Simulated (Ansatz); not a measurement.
# Cu (Cmcm) in Ansatz: convergence with scf convergence dr2 threshold

Aim: find how far scf convergence dr2 threshold must go before the results for Cu settle, at PBE. This setting moves, with any that are tied to it; all else stays.

Program: Ansatz 0.2.0. These are calculated values, not measurements. Logs are shortened: lines on timing, memory, paths and dates and some standing lists are left out, and cuts for length are marked.

## (1) Starting point

Symmetry: Cmcm, No. 63, orthorhombic system. The conventional cell has a = 2.437 Å, b = 7.953 Å, c = 2.475 Å, α = 90.00°, β = 90.00°, γ = 90.00°. Cu (site symmetry m2m) has 10 Cu at 2.44 to 2.54 Å as nearest neighbours.

This isn't the form of Cu at room conditions, which is fcc.

## (2) With scf convergence dr2 threshold 0.01

input.yaml reads:

```yaml
crystal:
  lattice:
    - [1.21846369, -3.9763780104, 0.0]
    - [1.21846369, 3.9763780104, 0.0]
    - [0.0, 0.0, 2.4754955235]
  atoms:
    - { symbol: Cu, position: [0.86613335, 0.13386665, 0.75] }
    - { symbol: Cu, position: [0.13386665, 0.86613335, 0.25] }
hamiltonian:
  xc: pbe
  pseudopotentials: { kind: nc }
kpoints:
  mp_grid: { grid: [9, 9, 9] }
scf:
  occupations: { method: gaussian, width: 0.05 }
  convergence: { dr2_threshold: 0.01 }
output:
  forces: true
  stress: true
  eigenvalues: true
```

Potentials or basis: Ansatz NC.

Started as:

```
$ ansatz run input.yaml --threads 2 --pin off --max-ram 5632MiB --backend cpu --events-out ev --progress --plain --runs-dir out
```

Wall time 7.2 s (2 threads of Arm Neoverse V1, shared host); peak memory 0.44 GiB.

What came out:

```yaml
Free_energy: -10326.9835 eV
Pressure: 6.7 GPa
Largest_force: 0.043 eV/Å
Band_gap_on_the_k_mesh: none (metal or under the smearing width)
```

## (3) With scf convergence dr2 threshold 0.001

input.yaml, as its differences from that of step 2:

```diff
@@ -15,3 +15,3 @@
   occupations: { method: gaussian, width: 0.05 }
-  convergence: { dr2_threshold: 0.01 }
+  convergence: { dr2_threshold: 0.001 }
 output:
```

Potentials or basis: Ansatz NC.

Started as:

```
$ ansatz run input.yaml --threads 2 --pin off --max-ram 5632MiB --backend cpu --events-out ev --progress --plain --runs-dir out
```

Wall time 6.9 s (2 threads of Arm Neoverse V1, shared host); peak memory 0.44 GiB.

What came out:

* Free energy: -10326.9858 eV
* Pressure: 6.7 GPa
* Largest force: 0.045 eV/Å
* Band gap on the k mesh: none (metal or under the smearing width)

## (4) With scf convergence dr2 threshold 0.0001

input.yaml, as its differences from that of step 3:

```diff
@@ -15,3 +15,3 @@
   occupations: { method: gaussian, width: 0.05 }
-  convergence: { dr2_threshold: 0.001 }
+  convergence: { dr2_threshold: 0.0001 }
 output:
```

Started as:

```
$ ansatz run input.yaml --threads 2 --pin off --max-ram 5632MiB --backend cpu --events-out ev --progress --plain --runs-dir out
```

It took 7.7 s on 2 threads of Arm Neoverse V1, shared host; peak memory 0.44 GiB.

What came out:

| Property | Result |
| --- | --- |
| Free energy | -10326.9859 eV |
| Pressure | 6.7 GPa |
| Largest force | 0.047 eV/Å |
| Band gap on the k mesh | none (metal or under the smearing width) |

## (5) With scf convergence dr2 threshold 1e-05

input.yaml, as its differences from that of step 4:

```diff
@@ -15,3 +15,3 @@
   occupations: { method: gaussian, width: 0.05 }
-  convergence: { dr2_threshold: 0.0001 }
+  convergence: { dr2_threshold: 1.0e-05 }
 output:
```

Started as:

```
$ ansatz run input.yaml --threads 2 --pin off --max-ram 5632MiB --backend cpu --events-out ev --progress --plain --runs-dir out
```

It took 7.5 s on 2 threads of Arm Neoverse V1, shared host; peak memory 0.44 GiB.

Results:

```yaml
Free_energy: -10326.9859 eV
Pressure: 6.7 GPa
Largest_force: 0.047 eV/Å
Band_gap_on_the_k_mesh: none (metal or under the smearing width)
```

## (6) With scf convergence dr2 threshold 1e-06

input.yaml, as its differences from that of step 5:

```diff
@@ -15,3 +15,3 @@
   occupations: { method: gaussian, width: 0.05 }
-  convergence: { dr2_threshold: 1.0e-05 }
+  convergence: { dr2_threshold: 1.0e-06 }
 output:
```

Potentials or basis: Ansatz NC.

Started as:

```
$ ansatz run input.yaml --threads 2 --pin off --max-ram 5632MiB --backend cpu --events-out ev --progress --plain --runs-dir out
```

Run time: 7.8 s. Hardware: 2 threads of Arm Neoverse V1, shared host; peak memory 0.44 GiB.

It converged, with:

```yaml
Free_energy: -10326.9859 eV
Pressure: 6.7 GPa
Largest_force: 0.047 eV/Å
Band_gap_on_the_k_mesh: none (metal or under the smearing width)
```

## (7) With scf convergence dr2 threshold 1e-07

input.yaml, as its differences from that of step 6:

```diff
@@ -15,3 +15,3 @@
   occupations: { method: gaussian, width: 0.05 }
-  convergence: { dr2_threshold: 1.0e-06 }
+  convergence: { dr2_threshold: 1.0e-07 }
 output:
```

Started as:

```
$ ansatz run input.yaml --threads 2 --pin off --max-ram 5632MiB --backend cpu --events-out ev --progress --plain --runs-dir out
```

Run time: 7 s. Hardware: 2 threads of Arm Neoverse V1, shared host; peak memory 0.44 GiB.

It converged, with:

```yaml
Free_energy: -10326.9859 eV
Pressure: 6.7 GPa
Largest_force: 0.047 eV/Å
Band_gap_on_the_k_mesh: none (metal or under the smearing width)
```

## (8) With scf convergence dr2 threshold 1e-09

input.yaml, as its differences from that of step 7:

```diff
@@ -15,3 +15,3 @@
   occupations: { method: gaussian, width: 0.05 }
-  convergence: { dr2_threshold: 1.0e-07 }
+  convergence: { dr2_threshold: 1.0e-09 }
 output:
```

Started as:

```
$ ansatz run input.yaml --threads 2 --pin off --max-ram 5632MiB --backend cpu --events-out ev --progress --plain --runs-dir out
```

It took 7.4 s on 2 threads of Arm Neoverse V1, shared host; peak memory 0.44 GiB.

Results (log left out):

| Quantity | Value |
| --- | --- |
| Free energy | -10326.9859 eV |
| Pressure | 6.7 GPa |
| Largest force | 0.047 eV/Å |
| Band gap on the k mesh | none (metal or under the smearing width) |

## (9) With scf convergence dr2 threshold 1e-11

input.yaml, as its differences from that of step 8:

```diff
@@ -15,3 +15,3 @@
   occupations: { method: gaussian, width: 0.05 }
-  convergence: { dr2_threshold: 1.0e-09 }
+  convergence: { dr2_threshold: 1.0e-11 }
 output:
```

Potentials or basis: Ansatz NC.

Started as:

```
$ ansatz run input.yaml --threads 2 --pin off --max-ram 5632MiB --backend cpu --events-out ev --progress --plain --runs-dir out
```

The program printed:

```text
Warning: RAYON_NUM_THREADS=2 ignored (pool sized by the plan → 2); use --threads N
Engine: ansatz 0.2.0, aarch64-unknown-linux-gnu
Pseudopotentials: kind: nc
Pseudopotential: Cu, nc, valence charge 19, recommended cutoff 1251.723767 eV (normal), Cu.nc.azcp
Functional definition: PBE
  parameter kappa = 0.804
  parameter beta = 0.06672455060314922
  exchange = pbe_x(kappa = kappa, mu = beta*pi^2/3)
  correlation = pbe_c(beta = beta)
Crystal: 2 atoms, lattice volume = 23.988 Å³
Basis set: ecut = 1251.723767 eV, 2375 PW (Γ), exchange–correlation on 96×96×60 points (8 copies of the dense FFT grid, shifted against one another)
Bands: 23, of which v1, the nominal top of the filled ones, is band 19 counted from 1 (18 counted from 0)
Symmetry: 8 space group operations
Space group: Cmcm (ITA 63), of the structure as read, at distance tolerance 2.9e-5 Å
k-points: 125 of 729
Non-local potential: Cu, projectors of the file, l = 0: 2, l = 1: 2, l = 2: 2, l = 3: 1
Initial density: superposition of atomic densities (chi_scale 0.1, normalization cell)
Initial wavefunctions: pseudopotential atomic-orbital guess
Functional: x = pbe(κ = 0.804, μ = 0.2195149727645171), c = pbe(β = 0.06672455060314922)
SCF iter   1: F=—  HF=-10328.502435 eV  |F-HF|=—  |Δ(HF+E_count)|=         —  Δρ=2.03e-1  dr2=6.58e0  ethr=3.10e-3  ⟨swp⟩=5.4  Hψ=10917  notcnv=0
preconditioner: auto → none  [insulator: Δε(μ)=0.053 eV  Ē_g=9.630 eV  σ=0.050 eV  W_gap=0.54  n_scr=8 (ndim 8)  ℏωp=35.6 eV  f_vac=0.000  D(μ)=0.78/eV (n_scr^D=2)  ε∞_Penn≈14.6]
SCF iter   2: F=—  HF=-10327.950747 eV  |F-HF|=—  |Δ(HF+E_count)|=   5.52e-1  Δρ=1.74e-1  dr2=3.57e0  ethr=3.10e-3  ⟨swp⟩=3.0  Hψ=7196  notcnv=0  defer=17
SCF iter   3: F=—  HF=-10326.994339 eV  |F-HF|=—  |Δ(HF+E_count)|=   9.56e-1  Δρ=2.32e-2  dr2=2.89e-2  ethr=3.10e-3  ⟨swp⟩=2.9  Hψ=6567  notcnv=0  defer=19
SCF iter   4: F=—  HF=-10326.986684 eV  |F-HF|=—  |Δ(HF+E_count)|=   7.65e-3  Δρ=4.98e-3  dr2=4.75e-3  ethr=7.62e-5  ⟨swp⟩=2.0  Hψ=6357  notcnv=0  defer=19
SCF iter   5: F=—  HF=-10326.985726 eV  |F-HF|=—  |Δ(HF+E_count)|=   9.58e-4  Δρ=1.39e-3  dr2=2.78e-4  ethr=1.25e-5  ⟨swp⟩=2.5  Hψ=3987  notcnv=0  defer=19
SCF iter   6: F=—  HF=-10326.985712 eV  |F-HF|=—  |Δ(HF+E_count)|=   1.42e-5  Δρ=8.62e-4  dr2=1.08e-4  ethr=7.32e-7  ⟨swp⟩=2.0  Hψ=4193  notcnv=0  defer=19
SCF iter   7: F=—  HF=-10326.985684 eV  |F-HF|=—  |Δ(HF+E_count)|=   2.80e-5  Δρ=2.83e-4  dr2=1.18e-5  ethr=2.85e-7  ⟨swp⟩=1.4  Hψ=3097  notcnv=0  defer=19
SCF iter   8: F=—  HF=-10326.985691 eV  |F-HF|=—  |Δ(HF+E_count)|=   7.10e-6  Δρ=4.26e-5  dr2=2.74e-7  ethr=3.11e-8  ⟨swp⟩=2.3  Hψ=3722  notcnv=0  defer=19
SCF iter   9: F=—  HF=-10326.985930 eV  |F-HF|=—  |Δ(HF+E_count)|=   2.40e-4  Δρ=4.21e-6  dr2=2.58e-9  ethr=7.21e-10  ⟨swp⟩=2.2  Hψ=3951  notcnv=0  defer=19
SCF iter  10: F=-10326.985930 eV  HF=-10326.985930 eV  |F-HF|=0.00e0  |Δ(HF+E_count)|=  6.28e-10  Δρ=3.12e-7  dr2=5.53e-12  ethr=1.00e-12  ⟨swp⟩=5.5  Hψ=15537  notcnv=0
SCF 1 converged in 10 iterations: F = -10326.985930 eV  dr2 = 5.53e-12
SCF converged after 10 iterations
Free energy (F): -10326.985930 eV
Harris-Foulkes:  -10326.985930 eV  (|F-HF|=0.00e0)
Internal energy: -10326.985256 eV  (E = F + TS)
E sigma→0 (E₀):  -10326.985593 eV
Entropy (-TS):   -0.000674 eV (-0.337 meV/atom)
Fermi energy:    16.995076 eV
--- Per-component energies (eV) ---
  E_band       = -709.836398
  E_kinetic    = 4745.338801
  E_local      = -8622.550799  (includes V_loc(G=0)·N_el)
  E_nonlocal   = -1829.456706
  E_hartree    = 3155.470557
  E_xc         = -1270.665081
  E_vxc        = -1314.108638  (∫ρ·V_xc dr)
  E_ewald      = -6505.122028
  E_smearing   = -0.000674  (= −TS)
  E_closure    = 0.000000  (closes the sum)
  Σ components = -10326.985930   (vs F -10326.985930, Δ=0.00e0)
--- Forces (eV/Å), atoms counted from 1 ---
  atom   1  Cu     0.00000000    -0.04690027    -0.00000000
  atom   2  Cu     0.00000000     0.04690027     0.00000000
  max |Σ_I F_I| component: 0.00e0 eV/Å
--- Stress (GPa, compression-positive) ---
        7.167556      -0.000000       0.000000
       -0.000000       5.599585       0.000000
        0.000000       0.000000       7.260649
  P = ⅓ Tr σ = 6.6759 GPa (66.759 kbar)
--- Band table (eV; the first three rows and the last of 125) ---
  k-point 0: bands = ["-95.5751", "-95.5566", "-53.0237", "-52.9265", "-52.9003", "-52.8893", "-52.8770", "-52.8635", "7.7045", "12.0406", "12.8188", "13.3035", "14.0134", "14.2804", "14.7158", "15.0274", "15.2336", "15.3744", "15.6101", "16.9034", "21.8037", "31.7257", "35.3781"]
  k-point 1: bands = ["-95.5737", "-95.5563", "-53.0191", "-52.9350", "-52.9031", "-52.9001", "-52.8759", "-52.8632", "8.0242", "12.2256", "12.8576", "13.3385", "13.9403", "14.3432", "14.6874", "14.9132", "14.9920", "15.2823", "15.3443", "17.8805", "21.9104", "28.8237", "35.7737"]
  k-point 2: bands = ["-95.5699", "-95.5557", "-53.0063", "-52.9562", "-52.9276", "-52.9116", "-52.8728", "-52.8624", "8.9504", "12.6616", "12.9606", "13.3490", "13.7773", "14.1893", "14.5889", "14.6949", "14.7592", "15.3022", "15.3361", "19.6035", "22.2671", "24.7768", "33.7854"]
  k-point 124: bands = ["-95.5590", "-95.5583", "-53.0182", "-53.0162", "-52.9264", "-52.9235", "-52.8664", "-52.8618", "11.8685", "12.0136", "13.3265", "13.4980", "14.5769", "14.6037", "14.9971", "15.0445", "15.1661", "15.4533", "15.5187", "16.4176", "20.8707", "21.5045", "33.6996"]
```

Run time: 8 s. Hardware: 2 threads of Arm Neoverse V1, shared host; peak memory 0.44 GiB.

What came out:

```
Free energy            : -10326.9859 eV
Pressure               : 6.7 GPa
Largest force          : 0.047 eV/Å
Band gap on the k mesh : none (metal or under the smearing width)
```

## (10) Result

| scf convergence dr2 threshold | energy less the tightest run, at zero smearing (meV/atom) | largest force (eV/Å) | SCF cycles | CPU time (s) | peak memory (GiB) |
| --- | --- | --- | --- | --- | --- |
| 0.01 | 1.20 | 0.043 | 4 | 14 | 0.44 |
| 0.001 | 0.06 | 0.045 | 5 | 14 | 0.44 |
| 0.0001 | 0.00 | 0.047 | 7 | 15 | 0.44 |
| 1e-05 | 0.00 | 0.047 | 8 | 15 | 0.44 |
| 1e-06 | 0.00 | 0.047 | 8 | 15 | 0.44 |
| 1e-07 | 0.00 | 0.047 | 9 | 14 | 0.44 |
| 1e-09 | 0.00 | 0.047 | 10 | 15 | 0.44 |
| 1e-11 | 0.00 | 0.047 | 10 | 16 | 0.44 |

Against the tightest run, the energy stays within 1 meV/atom from 0.001 on; the largest force stays within 0.005 eV/Å from 0.01 on. The tightest run that finished is the yardstick and may itself not be fully converged.
